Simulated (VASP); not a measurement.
# As (R-3m) in VASP: notebook

Aim: see how the results for As move with the level of theory and the settings. Levels: PBEsol, RPBE. Tasks: relaxation of cell and atoms, single point.

All numbers are computed with VASP 6.6.1; they aren't measurements. Logs are shortened: lines on timing, memory, paths and dates and some standing lists are left out, and cuts for length are marked.

**1. The crystal as given**

Symmetry: R-3m, No. 166, trigonal system. The conventional cell has a = 3.760 Å, b = 3.760 Å, c = 10.457 Å, α = 90.00°, β = 90.00°, γ = 120.00°. As (site symmetry 3m) is surrounded by 3 As at 2.52 Å.

**2. Relaxation of cell and atoms, PBEsol**

File INCAR:

```
SYSTEM = As
PREC     = Accurate       ! precision mode
ENCUT    = 600            ! plane-wave cutoff, eV
EDIFF    = 1E-7           ! SCF threshold, eV
ISMEAR   = 0              ! smearing method
SIGMA    = 0.1            ! smearing width, eV
LREAL    = .False.        ! projectors in reciprocal space
LASPH    = .True.         ! aspherical terms in the spheres
NELM     = 100            ! most SCF steps
ALGO     = Normal         ! electronic algorithm
ISIF     = 3              ! what is computed and relaxed
LWAVE    = .False.        ! write WAVECAR
LCHARG   = .False.        ! write CHGCAR
GGA      = PS             ! functional
IBRION   = 2              ! ionic algorithm
NSW      = 90             ! ionic steps
EDIFFG   = -0.005         ! ionic threshold
```

File KPOINTS:

```
regular mesh
0
Gamma
  6 6 6
  0 0 0
```

File POSCAR:

```
As
1.0
    1.8797500000      1.0852741700      3.4857666700
   -1.8797500000      1.0852741700      3.4857666700
    0.0000000000     -2.1705483400      3.4857666700
As
2
Direct
    0.2275400000      0.2275400000      0.2275400000
    0.7724600000      0.7724600000      0.7724600000
```

Potentials or basis: VASP PAW PBE potentials, release 64 (As).

Launch:

```sh
> cat potpaw_PBE.64/As/POTCAR > POTCAR
> mpirun -np 1 vasp_std > vasp.out
```

OUTCAR:

```text
SYSTEM = As
   PREC = Accurate
   ENCUT = 600
   EDIFF = 1E-7
   ISMEAR = 0
   LREAL = .False.
   LASPH = .True.
   NELM = 100
   ISIF = 3
   GGA = PS
   IBRION = 2
   NSW = 90
   EDIFFG = -0.005

 ion  position               nearest neighbor table
   1  0.228  0.228  0.228-   2 2.52   2 2.52   2 2.52
   2  0.772  0.772  0.772-   1 2.52   1 2.52   1 2.52

  LATTYP: Found a trigonal (rhomboedric) cell.
 ALAT       =     4.1063182249
 COS(alpha) =     0.5808929386

  Lattice vectors:

 A1 = (   1.8797500000,   1.0852741700,   3.4857666700)
 A2 = (  -1.8797500000,   1.0852741700,   3.4857666700)
 A3 = (   0.0000000000,  -2.1705483400,   3.4857666700)

Analysis of symmetry for initial positions (statically):
=====================================================================
 Subroutine PRICEL returns:
 Original cell was already a primitive cell.

 Routine SETGRP: Setting up the symmetry group for a
 trigonal (rhombohedral) supercell.

 Subroutine GETGRP returns: Found 12 space group operations
 (whereof 12 operations were pure point group operations)
 out of a pool of 12 trial point group operations.

The static configuration has the point symmetry D_3d.

Analysis of symmetry for dynamics (positions and initial velocities):
=====================================================================
 Subroutine PRICEL returns:
 Original cell was already a primitive cell.

 Routine SETGRP: Setting up the symmetry group for a
 trigonal (rhombohedral) supercell.

 Subroutine GETGRP returns: Found 12 space group operations
 (whereof 12 operations were pure point group operations)
 out of a pool of 12 trial point group operations.

The dynamic configuration has the point symmetry D_3d.

 Subroutine INISYM returns: Found 12 space group operations
 (whereof 12 operations are pure point group operations),
 and found     1 'primitive' translations

----------------------------------------------------------------------------------------

                                     Primitive cell

  volume of cell :      42.6667

  direct lattice vectors                    reciprocal lattice vectors
     1.879750000  1.085274170  3.485766670     0.265992818  0.153571025  0.095626978
    -1.879750000  1.085274170  3.485766670    -0.265992818  0.153571025  0.095626978
     0.000000000 -2.170548340  3.485766670     0.000000000 -0.307142050  0.095626978

  length of vectors
     4.106318225  4.106318225  4.106318226     0.321684252  0.321684252  0.321684252

  position of ions in fractional coordinates (direct lattice)
     0.227540000  0.227540000  0.227540000
     0.772460000  0.772460000  0.772460000

  ion indices of the primitive-cell ions
   primitive index   ion index
                 1           1
                 2           2

----------------------------------------------------------------------------------------

 KPOINTS: regular mesh

Automatic generation of k-mesh.
 Grid dimensions read from file:
 generate k-points for:    6    6    6

 Generating k-lattice:

  Cartesian coordinates                     Fractional coordinates (reciprocal lattice)
     0.044332136  0.025595171  0.015937830     0.166666667  0.000000000  0.000000000
    -0.044332136  0.025595171  0.015937830     0.000000000  0.166666667  0.000000000
     0.000000000 -0.051190342  0.015937830     0.000000000  0.000000000  0.166666667

  Length of vectors
     0.053614042  0.053614042  0.053614042

  Shift w.r.t. Gamma in fractional coordinates (k-lattice)
     0.000000000  0.000000000  0.000000000

 Subroutine IBZKPT returns following result:
 ===========================================

 Found     32 irreducible k-points:

 Following reciprocal coordinates:
            Coordinates               Weight
  0.000000  0.000000  0.000000      1.000000
  0.166667  0.000000  0.000000      6.000000
  0.333333  0.000000  0.000000      6.000000
  0.500000  0.000000  0.000000      3.000000
  0.166667  0.166667  0.000000      6.000000
  0.333333  0.166667  0.000000     12.000000
[... 16 lines left out ...]
  0.500000  0.500000  0.166667      6.000000
 -0.333333  0.500000  0.166667     12.000000
 [... further k-points ...]
   k-points           NKPTS =     32   k-points in BZ     NKDIM =     32   number of bands    NBANDS=      9
   number of dos      NEDOS =    301   number of ions     NIONS =      2
   total plane-waves  NPLWV =  46656
   dimension x,y,z NGX =    36 NGY =   36 NGZ =   36
   dimension x,y,z NGXF=    72 NGYF=   72 NGZF=   72
   ions per type =               2
   NGX,Y,Z   is equivalent  to a cutoff of  14.57, 14.57, 14.57 a.u.
   NGXF,Y,Z  is equivalent  to a cutoff of  29.15, 29.15, 29.15 a.u.
 SYSTEM =  As
   PREC   = accura    normal or accurate (medium, high low for compatibility)
   ISTART =      0    job   : 0-new  1-cont  2-samecut
   ICHARG =      2    charge: 1-file 2-atom 10-const
   ISPIN  =      1    spin polarized calculation?
   LNONCOLLINEAR =      F non collinear calculations
   LSORBIT =      F    spin-orbit coupling
   LASPH  =      T    aspherical Exc in radial PAW
   ENCUT  =  600.0 eV  44.10 Ry    6.64 a.u.   8.20  8.20  8.20*2*pi/ulx,y,z
   NELM   =    100;   NELMIN=  2; NELMDL= -5     # of ELM steps
   EDIFF  = 0.1E-06   stopping-criterion for ELM
   LREAL  =      F    real-space projection
   EDIFFG = -.5E-02   stopping-criterion for IOM
   NSW    =     90    number of steps for IOM
   IBRION =      2    ionic relax: 0-MD 1-quasi-New 2-CG
   NFREE  =      1    steps in history (QN), initial steepest desc. (CG)
   ISIF   =      3    stress and relaxation
   ISYM   =      2    0-nonsym 1-usesym 2-fastsym
   POTIM  = 0.5000    time-step for ionic-motion
   TEBEG  =    0.0;   TEEND  =   0.0 temperature during run
   PSTRESS=    0.0 pullay stress
   NELECT =      10.0000    total number of electrons
   NUPDOWN=      -1.0000    fix difference up-down
   EMIN   =  10.00;   EMAX   =-10.00  energy-range for DOS
   EFERMI =   0.00;   METHOD = LEGACY
   ISMEAR =     0;   SIGMA  =   0.10  broadening in eV -4-tet -1-fermi 0-gaus
   EFERMI_NEDOS =   21; number of points for ismear=-14 and -15
   IALGO  =     38    algorithm
   IMIX   =      4    mixing-type and parameters
     AMIX     =   0.40;   BMIX     =  1.00
     AMIX_MAG =   1.60;   BMIX_MAG =  1.00
  volume/ion in A,a.u.               =      21.33       143.96
  Fermi-wavevector in a.u.,A,eV,Ry     =   1.009358  1.907410 13.861657  1.018803
  Thomas-Fermi vector in A             =   2.142281
   LORBIT       =      0    0 simple, 1 ext, 2 COOP (PROOUT), +10 PAW based schemes
   GGA     = PS    functional components
   LHFCALC =     F    Hartree Fock is set to
   AEXX    =    0.0000 exact exchange contribution
   IVDW    =     0    specifies the selected vdW correction
   LEPSILON=     F    determine dielectric tensor
   LRPA    =     F    only Hartree local field effects (RPA)
 conjugate gradient relaxation of ions
 non-spin polarized calculation
 Gauss-broadening in eV      SIGMA  =   0.10
  energy-cutoff  :      600.00
  volume of cell :       42.67
 maximum number of plane-waves:      1441
 NGX is ok and might be reduce to    36
   NGX = 17   NGY = 17   NGZ = 17

--------------------------------------- Ionic step        1  -------------------------------------------

 number of electron      10.0000000 magnetization

 Free energy of the ion-electron system (eV)
  ---------------------------------------------------
  ext. energy  EPLUGINS =         0.00000000
  ---------------------------------------------------
  free energy    TOTEN  =       -10.24724496 eV

  energy without entropy =      -10.24566045  energy(sigma->0) =      -10.24645270

------------------------ aborting loop because EDIFF is reached ----------------------------------------

  FORCE on cell =-STRESS in cart. coord.  units (eV):
  Direction    XX          YY          ZZ          XY          YZ          ZX
  --------------------------------------------------------------------------------------
  -------------------------------------------------------------------------------------
  Total        0.2566142      0.2566142     -0.2006257      0.0000000      0.0000000      0.0000000
  in kB        9.6361178      9.6361178     -7.5336949      0.0000000      0.0000000      0.0000000
  external PRESSURE =       3.9128469 kB  Pullay stress =       0.0000000 kB
[... 89 lines left out ...]
  FREE ENERGIE OF THE ION-ELECTRON SYSTEM (eV)
  ---------------------------------------------------
  free  energy   TOTEN  =       -10.2502934107 eV

  energy  without entropy=      -10.2487246019  energy(sigma->0) =      -10.24950901

[... ionic steps 4 to 7 ...]

--------------------------------------- Ionic step        8  -------------------------------------------

 number of electron      10.0000000 magnetization

------------------------ aborting loop because EDIFF is reached ----------------------------------------

  FORCE on cell =-STRESS in cart. coord.  units (eV):
  Direction    XX          YY          ZZ          XY          YZ          ZX
  --------------------------------------------------------------------------------------
  -------------------------------------------------------------------------------------
  Total        0.0146838      0.0146838      0.0111180      0.0000000      0.0000000      0.0000000
  in kB        0.5579862      0.5579862      0.4224852      0.0000000      0.0000000      0.0000000
  external PRESSURE =       0.5128192 kB  Pullay stress =       0.0000000 kB
[... 57 lines left out ...]
  energy  without entropy=      -10.2525969638  energy(sigma->0) =      -10.25338124

--------------------------------------- Ionic step       10  -------------------------------------------

 number of electron      10.0000000 magnetization

 Free energy of the ion-electron system (eV)
  ---------------------------------------------------
  ext. energy  EPLUGINS =         0.00000000
  ---------------------------------------------------
  free energy    TOTEN  =       -10.25416980 eV

  energy without entropy =      -10.25260128  energy(sigma->0) =      -10.25338554

 E-fermi :   5.5557     XC(G=0): -10.2195

 val. band max:        5.2222513868   @ k =   0.5000   0.0000   0.0000
 cond. band min:       5.5557493313   @ k =   0.3333   0.1667   0.1667
 fundamental gap:      0.3334979446
 Fermi energy:         5.5557339449

 k-point     1 :       0.0000    0.0000    0.0000
  band No.  band energies     occupation
      1      -9.5739      2.00000
      2      -0.1015      2.00000
      3       3.1630      2.00000
      4       3.4454      2.00000
      5       3.4454      2.00000
      6       7.4807      0.00000
      7       8.5819      0.00000
      8       8.5819      0.00000
      9      12.0309      0.00000
[... 265 lines left out ...]
 k-point    24 :      -0.3333    0.5000    0.1667
  band No.  band energies     occupation
      1      -6.4295      2.00000
      2      -4.6781      2.00000
      3      -0.7281      2.00000
      4       0.3147      2.00000
      5       3.3506      2.00000
      6       7.7734      0.00000
      7       9.3747      0.00000
      8      12.1894      0.00000
      9      12.2502      0.00000

 [... further k-points ...]

------------------------ aborting loop because EDIFF is reached ----------------------------------------

  FORCE on cell =-STRESS in cart. coord.  units (eV):
  Direction    XX          YY          ZZ          XY          YZ          ZX
  --------------------------------------------------------------------------------------
  -------------------------------------------------------------------------------------
  Total        0.0010271      0.0010271     -0.0014408      0.0000000      0.0000000      0.0000000
  in kB        0.0390122      0.0390122     -0.0547243      0.0000000      0.0000000      0.0000000
  external PRESSURE =       0.0077667 kB  Pullay stress =       0.0000000 kB
[... 17 lines left out ...]
  FREE ENERGIE OF THE ION-ELECTRON SYSTEM (eV)
  ---------------------------------------------------
  free  energy   TOTEN  =       -10.2541698011 eV

  energy  without entropy=      -10.2526012833  energy(sigma->0) =      -10.25338554

 reached required accuracy - stopping structural energy minimisation
```

Run time: 38 s. Hardware: 1 thread of Intel Xeon 6975P-C (Granite Rapids), shared host; peak memory 0.2 GiB.

What came out:

| Quantity | Value |
| --- | --- |
| Free energy | -10.2542 eV |
| Relaxed volume | 21.09 Å³/atom |
| Relaxed cell | a = 4.036 Å, b = 4.036 Å, c = 4.036 Å, α = 55.99°, β = 55.99°, γ = 55.99° |
| Space group after relaxing (to 0.05 Å) | R-3m (No. 166) |
| Energy gained by relaxing | 3.5 meV/atom |
| Ionic steps | 10 |
| Pressure after relaxing | 0.0 GPa |
| Band gap on the k mesh | none (metal or under the smearing width) |

Step by step:
```
step  energy change (eV)  largest force (eV/Å)  pressure (GPa)  volume (Å³)
   1              0.0000                0.1196            0.39        42.67
   2             -0.0030                0.0025           -0.66        42.99
   3             -0.0030                0.0106           -0.79        43.03
   4             -0.0056                0.0148           -0.49        42.69
   5             -0.0067                0.0402           -0.14        42.34
   6             -0.0067                0.0428           -0.10        42.30
   7             -0.0069                0.0176            0.01        42.20
   8             -0.0069                0.0083            0.05        42.16
   9             -0.0069                0.0059           -0.05        42.20
  10             -0.0069                0.0010            0.00        42.18
```

Final structure:
```xyz
2
Lattice="1.8946 1.0939 3.3922 -1.8946 1.0939 3.3922 0.0000 -2.1877 3.3922" Properties=species:S:1:pos:R:3 pbc="T T T"
As    0.0000    0.0000    2.3316
As    0.0000    0.0000    7.8450
```

Caveat: the PAW data sets were made with another functional, which shifts forces and pressure a little.

**3. Single point, PBEsol**

File INCAR:

```
SYSTEM = As
PREC = Accurate
ENCUT = 520
EDIFF = 1E-7
ISMEAR = 0
SIGMA = 0.1
LREAL = .FALSE.
LASPH = .TRUE.
NELM = 100
ALGO = Normal
ISIF = 2
LWAVE = .FALSE.
LCHARG = .FALSE.
GGA = PS
```

File KPOINTS:

```
Automatic mesh
0
G
  15 15 15
  0 0 0
```

POSCAR is that of step 2.

Potentials or basis: VASP PAW PBE potentials, release 64 (As).

Launch:

```sh
> cat potpaw_PBE.64/As/POTCAR > POTCAR
> mpirun -np 1 vasp_std > vasp.out
```

Run time: 31 s. Hardware: 1 thread of Intel Xeon 6975P-C (Granite Rapids), shared host; peak memory 0.26 GiB.

The run converged. Its results:

```
Free energy            : -10.2042 eV
Pressure               : 0.5 GPa
Largest force          : 0.238 eV/Å
Band gap on the k mesh : none (metal or under the smearing width)
```

Forces on the atoms (eV/Å):
```
As   0.000  0.000  0.238
As   0.000  0.000 -0.238
```

Stress tensor (GPa, compression positive):
```
 0.96  0.00  0.00
 0.00  0.96  0.00
 0.00  0.00 -0.29
```

Levels at points of the mesh, in eV from the Fermi level:
```tsv
k point	band 1	band 2	band 3	band 4	band 5	band 6	band 7	band 8	band 9
(0.00, 0.00, 0.00)	-15.14	-5.79	-2.58	-2.04	-2.04	1.69	2.91	2.91	6.69
```

Caveat: the PAW data sets were made with another functional, which shifts forces and pressure a little.

[end of part 1 of 2]
